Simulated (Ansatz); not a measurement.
**C: generalised stacking fault**

Computed with Ansatz 0.2.0, DFT PBE, scalar-relativistic, plane waves, PAW. Settings: plane waves to 420 eV, k-mesh 10×10×3 (Γ-centred), Gaussian smearing 0.05 eV. No spin polarisation. Energies are free energies at this smearing, counted from the undisturbed cell; pressure is positive in compression.

The starting cell (relaxed at this level):

```
CELL_PARAMETERS angstrom
-2.51949 0.00000 0.00000
-1.25975 -2.18194 0.00000
1.25975 0.72731 10.36682
ATOMIC_POSITIONS crystal
C 0.02483 0.02483 0.87418
C 0.97517 0.97517 0.72522
C 0.10868 0.10868 0.12575
C 0.89132 0.89132 0.47365
C 0.15837 0.15837 0.27480
C 0.84163 0.84163 0.32460
C 0.37486 0.37486 0.92428
C 0.62514 0.62514 0.67512
C 0.42532 0.42532 0.07566
C 0.57468 0.57468 0.52374
```

The cut lies on the cell's a–b face, a (0 0 1) plane (indices in the standard cell, whose axes needn't be the Cartesian ones shown) of area 5.50 Å², between layers 1.57 Å apart. Vector c is tilted by f times 1·a + 0·b (length 2.519 Å) with the atoms' Cartesian places fixed: one unrelaxed fault a cell.

```csv
f,γ (mJ/m²),"shear traction, the slope of γ along the slip (GPa)",gap on the mesh (eV)
0.0000,0,0.0,4.47
0.1000,687,54.5,4.25
0.2000,2725,106.2,3.69
0.3000,5922,143.7,2.35
0.4000,9652,142.7,0.78
0.5000,12097,0.0,0.00
```

By symmetry 0.6000 repeats 0.4000, 0.8000 repeats 0.2000, 0.7000 repeats 0.3000, 0.9000 repeats 0.1000 in energy, with the opposite slope along the path. Where the gap reads zero the k-mesh, chosen for the insulator, is on the coarse side.

Cost: 6 runs of about 1.7 core-minutes in all, on Arm Neoverse V1 (shared hosts).